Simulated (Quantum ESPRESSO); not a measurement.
# AlN (F-43m) in Quantum ESPRESSO: single point with PBE

Aim: the single point of AlN with PBE.

Everything below comes from runs of Quantum ESPRESSO 7.5. Logs are shortened: lines on timing, memory, paths and dates and some standing lists are left out, and cuts for length are marked.

## Step 1: The structure

The structure is cubic, space group F-43m (No. 216). The conventional cell has a = 4.368 Å, b = 4.368 Å, c = 4.368 Å, α = 90.00°, β = 90.00°, γ = 90.00°. Al (site symmetry -43m) has 4 N at 1.89 Å as nearest neighbours. Around N (site symmetry -43m) lie 4 Al at 1.89 Å.

Measurements of this composition are mostly on another form, of space group No. 186.

## Step 2: Single point, PBE

run.py reads:

```python
import numpy as np
from ase.calculators.espresso import Espresso, EspressoProfile
from ase.io import read

atoms = read('AlN.xyz')

input_data = {
    'control': {'calculation': 'scf', 'prefix': 'pwscf', 'outdir': './tmp', 'tprnfor': True, 'tstress': True, 'disk_io': 'nowf'},
    'system': {'ecutwfc': 60.0, 'ecutrho': 480.0, 'nbnd': 9, 'occupations': 'smearing', 'smearing': 'fd', 'degauss': 0.00367493},
    'electrons': {'conv_thr': 4e-10, 'electron_maxstep': 120, 'mixing_beta': 0.5},
}
pseudopotentials = {'N': 'N.pbe-n-radius_5.UPF', 'Al': 'Al.pbe-n-kjpaw_psl.1.0.0.UPF'}
profile = EspressoProfile(command='pw.x', pseudo_dir='pseudo')
atoms.calc = Espresso(profile=profile, input_data=input_data, pseudopotentials=pseudopotentials, kpts=(10, 10, 10), koffset=(0, 0, 0))

print(f'energy {atoms.get_potential_energy():.8f} eV')
print('forces (eV/A)')
print(np.round(atoms.get_forces(), 6))
print('stress (eV/A^3, Voigt)')
print(np.round(atoms.get_stress(), 8))
print(f'Fermi level {atoms.calc.get_fermi_level():.4f} eV')
```

AlN.xyz reads:

```xyz
2
Lattice="0.0000000000 2.1839935596 2.1839935596 2.1839935596 0.0000000000 2.1839935596 2.1839935596 2.1839935596 0.0000000000" Properties=species:S:1:pos:R:3 pbc="T T T"
Al     0.0000000000      0.0000000000      0.0000000000
N      1.0919967798      1.0919967798      1.0919967798
```

Potentials or basis: SSSP 1.3 efficiency PBE.

On the command line:

```sh
OMP_NUM_THREADS=1 python run.py
```

What it wrote:

```text
energy -814.89585161 eV
forces (eV/A)
[[-0. -0. -0.]
 [ 0.  0.  0.]]
stress (eV/A^3, Voigt)
[-0.03112095 -0.03112095 -0.03112095  0.          0.          0.        ]
Fermi level 8.6196 eV
```

espresso.pwi:

```text
&CONTROL
   calculation      = 'scf'
   tstress          = .true.
   tprnfor          = .true.
   outdir           = './tmp'
   prefix           = 'pwscf'
   disk_io          = 'nowf'
   pseudo_dir       = 'pseudo'
/
&SYSTEM
   nbnd             = 9
   ecutwfc          = 60.0
   ecutrho          = 480.0
   occupations      = 'smearing'
   degauss          = 0.00367493
   smearing         = 'fd'
   ntyp             = 2
   nat              = 2
   ibrav            = 0
/
&ELECTRONS
   electron_maxstep = 120
   conv_thr         = 4e-10
   mixing_beta      = 0.5
/
&IONS
/
&CELL
/
&FCP
/
&RISM
/
ATOMIC_SPECIES
Al 26.9815385 Al.pbe-n-kjpaw_psl.1.0.0.UPF
N 14.007 N.pbe-n-radius_5.UPF

K_POINTS automatic
10 10 10  0 0 0

CELL_PARAMETERS angstrom
0.00000000000000 2.18399355960000 2.18399355960000
2.18399355960000 0.00000000000000 2.18399355960000
2.18399355960000 2.18399355960000 0.00000000000000

ATOMIC_POSITIONS angstrom
Al 0.0000000000 0.0000000000 0.0000000000  
N 1.0919967798 1.0919967798 1.0919967798
```

espresso.pwo:

```text
This program is part of the open-source Quantum ESPRESSO suite
     for quantum simulation of materials; please cite
         "P. Giannozzi et al., J. Phys.:Condens. Matter 21 395502 (2009);
         "P. Giannozzi et al., J. Phys.:Condens. Matter 29 465901 (2017);
         "P. Giannozzi et al., J. Chem. Phys. 152 154105 (2020);
     in publications or presentations arising from this work. More details at

Warning: card &CELL ignored
Warning: card &FCP ignored
Warning: card &RISM ignored

     file Al.pbe-n-kjpaw_psl.1.0.0.UPF: wavefunction(s)  3S 3P renormalized
     Message from routine setup:
     using ibrav=0 with symmetry is DISCOURAGED, use correct ibrav instead

     G-vector sticks info
     --------------------
     sticks:   dense  smooth     PW     G-vecs:    dense   smooth      PW
     Sum        1135     559    187                25101     8801    1591

     Using Slab Decomposition

     bravais-lattice index     =            0
     lattice parameter (alat)  =       5.8367  a.u.
     unit-cell volume          =     140.5985 (a.u.)^3
     number of atoms/cell      =            2
     number of atomic types    =            2
     number of electrons       =         8.00
     number of Kohn-Sham states=            9
     kinetic-energy cutoff     =      60.0000  Ry
     charge density cutoff     =     480.0000  Ry
     scf convergence threshold =      4.0E-10
     mixing beta               =       0.5000
     number of iterations used =            8  plain     mixing
     Exchange-correlation= PBE
                           (   1   4   3   4   0   0   0)

     celldm(1)=   5.836671  celldm(2)=   0.000000  celldm(3)=   0.000000
     celldm(4)=   0.000000  celldm(5)=   0.000000  celldm(6)=   0.000000

     crystal axes: (cart. coord. in units of alat)
               a(1) = (   0.000000   0.707107   0.707107 )
               a(2) = (   0.707107   0.000000   0.707107 )
               a(3) = (   0.707107   0.707107   0.000000 )

     reciprocal axes: (cart. coord. in units 2 pi/alat)
               b(1) = ( -0.707107  0.707107  0.707107 )
               b(2) = (  0.707107 -0.707107  0.707107 )
               b(3) = (  0.707107  0.707107 -0.707107 )

     PseudoPot. # 1 for Al read from file:
     Al.pbe-n-kjpaw_psl.1.0.0.UPF
     Pseudo is Projector augmented-wave + core cor, Zval =  3.0
     Generated using "atomic" code by A. Dal Corso  v.5.1
     Shape of augmentation charge: PSQ
     Using radial grid of 1135 points,  6 beta functions with:
                l(1) =   0
                l(2) =   0
                l(3) =   1
                l(4) =   1
                l(5) =   2
                l(6) =   2
     Q(r) pseudized with 0 coefficients

     PseudoPot. # 2 for N  read from file:
     N.pbe-n-radius_5.UPF
     Pseudo is Ultrasoft + core correction, Zval =  5.0
     Generated using "atomic" code by A. Dal Corso  v.5.1
     Using radial grid of 1085 points,  4 beta functions with:
                l(1) =   0
                l(2) =   0
                l(3) =   1
                l(4) =   1
     Q(r) pseudized with 0 coefficients

     atomic species   valence    mass     pseudopotential
     Al                3.00    26.98154     Al( 1.00)
     N                 5.00    14.00700     N ( 1.00)

     24 Sym. Ops. (no inversion) found

   Cartesian axes

     site n.     atom                  positions (alat units)
         1        Al     tau(   1) = (   0.0000000   0.0000000   0.0000000  )
         2        N      tau(   2) = (   0.3535534   0.3535534   0.3535534  )

     number of k points=    47  Fermi-Dirac smearing, width (Ry)=  0.0037
                       cart. coord. in units 2pi/alat
        k(    1) = (   0.0000000   0.0000000   0.0000000), wk =   0.0020000
        k(    2) = (   0.0707107   0.0707107  -0.0707107), wk =   0.0160000
        k(    3) = (   0.1414214   0.1414214  -0.1414214), wk =   0.0160000
        k(    4) = (   0.2121320   0.2121320  -0.2121320), wk =   0.0160000
        k(    5) = (   0.2828427   0.2828427  -0.2828427), wk =   0.0160000
        k(    6) = (  -0.3535534  -0.3535534   0.3535534), wk =   0.0080000
[... 39 lines left out ...]
        k(   46) = (  -0.0707107  -0.3535534   0.6363961), wk =   0.0480000
        k(   47) = (  -0.7071068   0.2828427   0.0000000), wk =   0.0240000

     Dense  grid:    25101 G-vectors     FFT dimensions: (  45,  45,  45)

     Smooth grid:     8801 G-vectors     FFT dimensions: (  30,  30,  30)

     Initial potential from superposition of free atoms

     starting charge       7.9977, renormalised to       8.0000
     Starting wfcs are    8 randomized atomic wfcs +    1 random wfcs

     Self-consistent Calculation

     iteration #  1     ecut=    60.00 Ry     beta= 0.50
     Davidson diagonalization with overlap
     ethr =  1.00E-02,  avg # of iterations =  5.7

     total energy              =     -59.71514931 Ry
     estimated scf accuracy    <       0.59831231 Ry

     iteration #  2     ecut=    60.00 Ry     beta= 0.50
     Davidson diagonalization with overlap
     ethr =  7.48E-03,  avg # of iterations =  1.8

     total energy              =     -59.88126984 Ry
     estimated scf accuracy    <       0.06518527 Ry

     iteration #  3     ecut=    60.00 Ry     beta= 0.50
     Davidson diagonalization with overlap
     ethr =  8.15E-04,  avg # of iterations =  1.7
[... 71 lines left out ...]
     total energy              =     -59.89374562 Ry
     estimated scf accuracy    <          3.4E-09 Ry

     iteration # 14     ecut=    60.00 Ry     beta= 0.50
     Davidson diagonalization with overlap
     ethr =  4.28E-11,  avg # of iterations =  1.0

     total energy              =     -59.89374562 Ry
     estimated scf accuracy    <          2.7E-09 Ry

     iteration # 15     ecut=    60.00 Ry     beta= 0.50
     Davidson diagonalization with overlap
     ethr =  3.41E-11,  avg # of iterations =  1.7

     End of self-consistent calculation

          k = 0.0000 0.0000 0.0000 (  1067 PWs)   bands (ev):

    -8.0476   6.9331   6.9331   6.9331  11.1394  19.5011  19.5011  19.5011
    24.6122

          k = 0.0707 0.0707-0.0707 (  1097 PWs)   bands (ev):

    -7.9012   6.1218   6.8814   6.8814  11.7994  19.1128  19.6344  19.6344
    23.3661

          k = 0.1414 0.1414-0.1414 (  1098 PWs)   bands (ev):

    -7.4845   4.5170   6.7528   6.7528  12.9232  18.3125  19.5627  19.5627
    22.8374

          k = 0.2121 0.2121-0.2121 (  1095 PWs)   bands (ev):

    -6.8792   2.8709   6.6054   6.6054  13.7652  17.5530  18.9010  18.9010
    23.8956
[... 118 lines left out ...]
    -5.7167   2.4276   5.3006   5.3006  10.8342  15.8311  20.2003  22.2916
    22.2916

          k =-0.0707-0.6364 0.6364 (  1106 PWs)   bands (ev):

    -5.4435   2.2187   4.7546   5.2624  10.8210  15.9723  20.4932  22.2355
    22.4044

          k = 0.0000-0.5657 0.5657 (  1117 PWs)   bands (ev):

    -5.3557   2.4599   3.7405   5.4240  11.5902  16.7194  20.2858  21.5698
    22.0830

          k =-0.7071 0.0000 0.0000 (  1106 PWs)   bands (ev):

    -5.3636   2.0308   5.1590   5.1590  10.2519  15.5526  20.8892  22.6603
    22.6603

          k = 0.2828 0.1414 0.0000 (  1104 PWs)   bands (ev):

    -7.1347   4.0995   5.9345   6.5720  13.5231  17.8610  18.2932  20.1743
    21.0847

          k = 0.3536 0.2121-0.0707 (  1099 PWs)   bands (ev):

    -6.5739   2.9636   5.4696   6.3907  14.0783  16.9372  18.2297  19.7434
    22.0965

          k =-0.2828-0.4243 0.5657 (  1100 PWs)   bands (ev):

    -6.0257   1.9547   5.2475   6.1623  14.3903  16.0823  18.7938  19.3075
    23.4908

          k =-0.2121-0.3536 0.4950 (  1108 PWs)   bands (ev):

    -5.7826   1.5398   5.1901   6.0579  14.5201  15.7266  19.0460  19.2047
    24.5750
[... 28 lines left out ...]
    -5.6598   2.4687   4.8955   5.1202  11.6155  16.4817  19.5500  21.4646
    22.6101

          k =-0.0707-0.4950 0.6364 (  1106 PWs)   bands (ev):

    -5.4067   2.5058   3.9855   5.0566  12.0908  17.0481  19.5911  20.7208
    23.0064

          k =-0.0000-0.4243 0.5657 (  1110 PWs)   bands (ev):

    -5.4110   2.8600   3.1827   5.3309  12.8793  17.3183  19.4518  20.1134
    23.2962

          k =-0.7071 0.1414 0.0000 (  1114 PWs)   bands (ev):

    -5.3445   2.2492   4.7406   4.7885  11.1049  16.2448  20.5479  21.3901
    22.9673

          k =-0.1414-0.4243 0.7071 (  1099 PWs)   bands (ev):

    -5.5291   2.5829   4.0056   5.0520  13.0613  17.6949  18.1979  20.3750
    23.5223

          k =-0.0707-0.3536 0.6364 (  1110 PWs)   bands (ev):

    -5.3836   2.7708   3.6011   4.7854  13.1343  17.6789  18.8670  19.8035
    23.9503

          k =-0.7071 0.2828 0.0000 (  1104 PWs)   bands (ev):

    -5.3130   2.8599   3.8374   4.3093  12.6559  17.7999  19.3203  19.5680
    23.8393

     the Fermi energy is     8.6196 ev

!    total energy              =     -59.89374562 Ry
     estimated scf accuracy    <          7.0E-11 Ry
     smearing contrib. (-TS)   =      -0.00000000 Ry
     internal energy E=F+TS    =     -59.89374562 Ry

     The total energy is F=E-TS. E is the sum of the following terms:
     one-electron contribution =      -0.79571639 Ry
     hartree contribution      =       5.65740403 Ry
     xc contribution           =      -8.26669992 Ry
     ewald contribution        =     -21.79995921 Ry
     one-center paw contrib.   =     -34.68877413 Ry

     convergence has been achieved in  15 iterations

     Forces acting on atoms (cartesian axes, Ry/au):

     atom    1 type  1   force =    -0.00000000   -0.00000000   -0.00000000
     atom    2 type  2   force =     0.00000000    0.00000000    0.00000000

     Total force =     0.000000     Total SCF correction =     0.000000

     Computing stress (Cartesian axis) and pressure

          total   stress  (Ry/bohr**3)                   (kbar)     P=       49.86
   0.00033895  -0.00000000  -0.00000000           49.86       -0.00       -0.00
  -0.00000000   0.00033895  -0.00000000           -0.00       49.86       -0.00
  -0.00000000  -0.00000000   0.00033895           -0.00       -0.00       49.86

=------------------------------------------------------------------------------=
   JOB DONE.
=------------------------------------------------------------------------------=
```

Run time: 14 s. Hardware: 1 thread of INTEL XEON PLATINUM 8581C at 2.10GHz (Emerald Rapids), shared host; peak memory 0.14 GiB.

Results:

| Property | Result |
| --- | --- |
| Free energy | -814.8959 eV |
| Pressure | 5.0 GPa |
| Band gap on the k mesh | 3.32 eV, indirect (least direct gap 4.21 eV) |

## Step 3: For comparison

An earlier run on the cell as given: functional PBE; potentials or basis SSSP 1.3 efficiency PBE; cutoff 816 eV; density cutoff 6531 eV; k mesh 10 × 10 × 10; occupations fermi-dirac, width 0.05 eV; no spin polarisation.

- Pressure: 5.0 GPa
- Band gap on the k mesh: 3.32 eV, indirect (least direct gap 4.21 eV)
